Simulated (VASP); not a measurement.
Write the native input for VASP 6.6.1 that does the following.

```
Task                   : relaxation of cell and atoms
Functional             : r2SCAN
Potentials or basis    : VASP PAW PBE potentials, release 64 (Be)
Cutoff                 : 600 eV
k mesh                 : 18 × 18 × 10
Occupations            : methfessel-paxton, width 0.1 eV
Spin                   : no spin polarisation
Target pressure        : 47.9 GPa
Further INCAR settings : ALGO = Normal; EDIFF = 1e-07; IBRION = 2; EDIFFG = -0.005; NSW = 90; ISIF = 3
Target pressure        : 47.9 GPa
```

The structure of Be lies in POSCAR:

```
Be                                      
1.0
    2.0714371130      0.0000000000      0.0000000000
   -1.0357185565      1.7939171622     -0.0000000000
    0.0000000000      0.0000000000      3.3047479197
  Be            
     2
Direct
     0.3333333332999970    0.6666666667000030    0.2500000000000000
     0.6666666667000030    0.3333333332999970    0.7500000000000000
```

One way to write it, as run:

INCAR

```
SYSTEM = Be
PREC     = Accurate       ! precision mode
ENCUT    = 600            ! plane-wave cutoff, eV
EDIFF    = 1E-7           ! SCF threshold, eV
ISMEAR   = 1              ! smearing method
SIGMA    = 0.1            ! smearing width, eV
LREAL    = .FALSE.        ! projectors in reciprocal space
LASPH    = .TRUE.         ! aspherical terms in the spheres
NELM     = 80             ! most SCF steps
ALGO     = Normal         ! electronic algorithm
ISIF     = 3              ! what is computed and relaxed
LWAVE    = .FALSE.        ! write WAVECAR
LCHARG   = .FALSE.        ! write CHGCAR
METAGGA  = R2SCAN         ! meta-GGA
LMIXTAU  = .TRUE.       
IBRION   = 2              ! ionic algorithm
NSW      = 90             ! ionic steps
EDIFFG   = -0.005         ! ionic threshold
PSTRESS  = 479.0
```

KPOINTS

```
regular mesh
0
G
  18 18 10
  0 0 0
```

Potentials or basis: VASP PAW PBE potentials, release 64 (Be).

Launch:

```sh
$ cat potpaw_PBE.64/Be/POTCAR > POTCAR
$ mpirun -np 1 vasp_std > vasp.out
```

It gave:

```json
{"Relaxed volume": "6.14 Å³/atom", "Relaxed cell": "a = 2.072 Å, b = 2.072 Å, c = 3.306 Å, α = 90.00°, β = 90.00°, γ = 120.00°", "Space group after relaxing (to 0.05 Å)": "P6_3/mmc (No. 194)", "Energy change on relaxing (the enthalpy is what falls)": "-1.4 meV/atom", "Ionic steps": "2", "Pressure after relaxing": "47.8 GPa", "Band gap on the k mesh": "none (metal or under the smearing width)"}
```

Caveat: the cell is relaxed towards a set pressure, so the enthalpy falls and the energy may rise; the PAW data sets were made with another functional, which shifts forces and pressure a little.

It took 67 s on 1 thread of Intel(R) Xeon(R) 6975P-C (Granite Rapids), with other jobs on the host, peak memory 0.13 GiB.
